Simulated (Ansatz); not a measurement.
# TiPt3: one candidate structure, part 2 of 2

Aim: relax TiPt3 from this start, structure listed in a database for this formula (P6_3/mmc, No. 194), and see where it ends.

Ansatz 0.2.0; DFT PBE, scalar-relativistic, plane waves, PAW. Earlier steps stand in the parts before.

## Step 4: Full relaxation

File input.yaml:

```yaml
crystal:
  lattice:
    - [5.606247718, 0.0, 0.0]
    - [-2.803123859, 4.8551529437, 0.0]
    - [0.0, 0.0, 4.5261919329]
  atoms:
    - { symbol: Ti, position: [0.3333333333, 0.6666666667, 0.75] }
    - { symbol: Ti, position: [0.6666666667, 0.3333333333, 0.25] }
    - { symbol: Pt, position: [0.1673566892, 0.3347133785, 0.25] }
    - { symbol: Pt, position: [0.6652866215, 0.8326433108, 0.25] }
    - { symbol: Pt, position: [0.1673566892, 0.8326433108, 0.25] }
    - { symbol: Pt, position: [0.8326433108, 0.6652866215, 0.75] }
    - { symbol: Pt, position: [0.3347133785, 0.1673566892, 0.75] }
    - { symbol: Pt, position: [0.8326433108, 0.1673566892, 0.75] }
basis:
  ecutwfc: 420
kpoints:
  mp_grid: { grid: [12, 12, 8] }
hamiltonian:
  xc: pbe
scf:
  occupations: { method: gaussian, width: 0.1 }
output:
  forces: true
  stress: true
  eigenvalues: true
relax:
  adjacent_minimum: "off"
  f_tol: 0.01
  max_steps: 80
  cell: { stress_tol: 0.05 }
```

Launch:

```
> ansatz run input.yaml --threads 1 --pin off --max-ram 2560MiB --backend cpu --events-out ev --progress --plain --runs-dir out
```

What it wrote, shortened:

```text
Warning: RAYON_NUM_THREADS=1 ignored (pool sized by the plan → 1); use --threads N
[...]
Pseudopotentials: kind: paw
Pseudopotential: Ti, paw, valence charge 12, recommended cutoff 420 eV (normal), Ti.paw.azcp
Pseudopotential: Pt, paw, valence charge 18, recommended cutoff 420 eV (normal), Pt.paw.azcp
Functional definition: PBE
[...]
Crystal: 8 atoms, lattice volume = 123.199 Å³
Basis set: ecut = 420 eV, 2415 PW (Γ), exchange–correlation on 80×80×64 points (8 copies of the dense FFT grid, shifted against one another)
Bands: 80, of which v1, the nominal top of the filled ones, is band 66 counted from 1 (65 counted from 0)
Symmetry: 24 space group operations
Space group: P63/mmc (ITA 194), of the structure as read, at distance tolerance 5.0e-5 Å
k-points: 95 of 1152
[...]
--- Band table (eV; the first three rows and the last of 95) ---
[...]
--- Relaxed structure (3 steps of the walk, 2 accepted, 1 SCFs on fresh bases) ---
  F+E_penalty+E_count = -80144.21480445 eV   max|allowed force component| = 2.369e-3 eV/Å   (the final SCF, on the basis selected at the relaxed cell)
  cell:  # Å, volume = 123.0661 Å³
    - [5.606980388801178, 0.0, 0.0]
    - [-2.803490194400589, 4.855787455222969, 0.0]
    - [0.0, 0.0, 4.520115863943357]
  atoms:
    - { symbol: Ti, position: [0.3333333333333333, 0.6666666666666666, 0.75] }
    - { symbol: Ti, position: [0.6666666666666666, 0.3333333333333333, 0.25] }
    - { symbol: Pt, position: [0.16731110618589548, 0.33462221237179096, 0.25] }
    - { symbol: Pt, position: [0.665377787628209, 0.8326888938141045, 0.25] }
    - { symbol: Pt, position: [0.1673111061858955, 0.8326888938141045, 0.25] }
    - { symbol: Pt, position: [0.8326888938141044, 0.665377787628209, 0.75] }
    - { symbol: Pt, position: [0.33462221237179096, 0.16731110618589548, 0.75] }
    - { symbol: Pt, position: [0.8326888938141044, 0.16731110618589548, 0.75] }
```

Run time: 3.6 min. Hardware: 1 thread of Arm Neoverse V2, shared host; peak memory 0.86 GiB.

Step by step:

```
step  energy from step 1 (eV/cell)  largest force component (eV/Å)  pressure (GPa)  volume (Å³)
   1                        0.0000                          0.0149           -0.25       123.20
   2                        0.0001                          0.0346            0.47       122.83
   3                       -0.0003                          0.0024            0.00       123.07
   4                       -0.0003                          0.0024            0.00       123.07
```

Step 1 is the start. Step 4 repeats the geometry before it on a plane-wave basis chosen anew for that cell, so its energy need not be comparable with the rows above. Step 2 was tried and not accepted.

|  | before | after | change |
| --- | --- | --- | --- |
| a (Å) | 5.606 | 5.607 | 0.0 % |
| b (Å) | 5.606 | 5.607 | 0.0 % |
| c (Å) | 4.526 | 4.520 | -0.1 % |
| volume (Å³/atom) | 15.40 | 15.38 | -0.1 % |
| shortest distance (Å) | 2.778 | 2.776 | -0.1 % |
| space group (0.01 Å) | P6_3/mmc | P6_3/mmc | same |

The run keeps the 24 symmetry operations of the start, so it could not have lowered the symmetry.

## Step 5: Variant: basis.precision f64, ecutrho_ratio 9, xc_grid 1, eigensolver.kind davidson

File input.yaml:

```yaml
crystal:
  lattice:
    - [5.6069803888, 0.0, 0.0]
    - [-2.8034901944, 4.8557874552, 0.0]
    - [0.0, 0.0, 4.5201158639]
  atoms:
    - { symbol: Ti, position: [0.3333333333, 0.6666666667, 0.75] }
    - { symbol: Ti, position: [0.6666666667, 0.3333333333, 0.25] }
    - { symbol: Pt, position: [0.1673111062, 0.3346222124, 0.25] }
    - { symbol: Pt, position: [0.6653777876, 0.8326888938, 0.25] }
    - { symbol: Pt, position: [0.1673111062, 0.8326888938, 0.25] }
    - { symbol: Pt, position: [0.8326888938, 0.6653777876, 0.75] }
    - { symbol: Pt, position: [0.3346222124, 0.1673111062, 0.75] }
    - { symbol: Pt, position: [0.8326888938, 0.1673111062, 0.75] }
basis:
  ecutwfc: 420
  precision: f64
  ecutrho_ratio: 9
  xc_grid: 1
kpoints:
  mp_grid: { grid: [12, 12, 8] }
hamiltonian:
  xc: pbe
scf:
  occupations: { method: gaussian, width: 0.1 }
  eigensolver: { kind: davidson }
output:
  forces: true
  eigenvalues: true
  stress: true
```

Launch:

```
> ansatz run input.yaml --threads 1 --pin off --max-ram 2560MiB --backend cpu --events-out ev --progress --plain --runs-dir out
```

What it wrote, shortened:

```text
Warning: RAYON_NUM_THREADS=1 ignored (pool sized by the plan → 1); use --threads N
[...]
[... 4 set-up lines as earlier in the session ...]
[...]
Crystal: 8 atoms, lattice volume = 123.066 Å³
Basis set: ecut = 420 eV, 2391 PW (Γ)
Bands: 80, of which v1, the nominal top of the filled ones, is band 66 counted from 1 (65 counted from 0)
[... 2 set-up lines as earlier in the session ...]
k-points: 95 of 1152
[...]
SCF iter   1: F=—  HF=-80144.208623 eV  |F-HF|=—  |Δ(HF+E_count)|=         —  Δρ=6.99e-3  dr2=2.07e-2  ethr=1.77e-3  ⟨swp⟩=5.8  Hψ=28930  notcnv=0
[...]
SCF iter   6: F=-80144.214780 eV  HF=-80144.214780 eV  |F-HF|=2.18e-8  |Δ(HF+E_count)|=   1.26e-7  Δρ=7.50e-6  dr2=6.40e-8  ethr=8.81e-10  ⟨swp⟩=3.0  Hψ=16993  notcnv=0
[...]
SCF converged after 6 iterations
Free energy (F): -80144.214780 eV
[...]
E sigma→0 (E₀):  -80144.208704 eV
Entropy (-TS):   -0.012153 eV (-1.519 meV/atom)
Fermi energy:    21.199551 eV
[...]
--- Forces (eV/Å), atoms counted from 1 ---
  atom   1  Ti    -0.00000000     0.00000000    -0.00000000
  atom   2  Ti     0.00000000    -0.00000000     0.00000000
  atom   3  Pt     0.00000000     0.00241697    -0.00000000
  atom   4  Pt    -0.00209316    -0.00120848     0.00000000
  atom   5  Pt     0.00209316    -0.00120848     0.00000000
  atom   6  Pt     0.00000000    -0.00241697     0.00000000
  atom   7  Pt     0.00209316     0.00120848    -0.00000000
  atom   8  Pt    -0.00209316     0.00120848    -0.00000000
[...]
--- Stress (GPa, compression-positive) ---
        0.012970       0.000000       0.000000
       -0.000000       0.012970       0.000000
        0.000000       0.000000      -0.016447
  P = ⅓ Tr σ = 0.0032 GPa (0.032 kbar)
--- Band table (eV; the first three rows and the last of 95) ---
[...]
```

It took 81 s on 1 thread of Arm Neoverse V2, shared host; peak memory 0.82 GiB.

```csv
run,ending,energy change,pressure (GPa),gap (eV),force (eV/Å),cycles,time
step 4,converged,0,0.0,0.00,0.00,-,3.6 min
variant,converged,0.0 meV/atom,0.0,0.00,0.00,6,81 s
```

Changing the arithmetic precision, numerical grids and solver hardly moves the energy: 0.0 meV/atom.

## Step 6: Results

This closing draws on all 2 parts. Changes of volume or cell count from the first structure of part 1.

Formation energies count from the elements, computed with the same settings in runs not shown here.

```
                          quantity                                                                       value
                              cell  a = 5.607 Å, b = 5.607 Å, c = 4.520 Å, α = 90.00°, β = 90.00°, γ = 120.00°
                       space group                                                          P6_3/mmc (No. 194)
                            volume                                                               15.38 Å³/atom
                   gap on the mesh                                                                none (metal)
formation energy from the elements                                                              -0.846 eV/atom
```

The space group stayed P6_3/mmc, and from the first guess the volume went from 15.10 to 15.38 Å³/atom. With -0.85 eV/atom it lies under the elements, which doesn't yet make it stable against other compounds of them. The runs treat Pt without spin-orbit coupling.
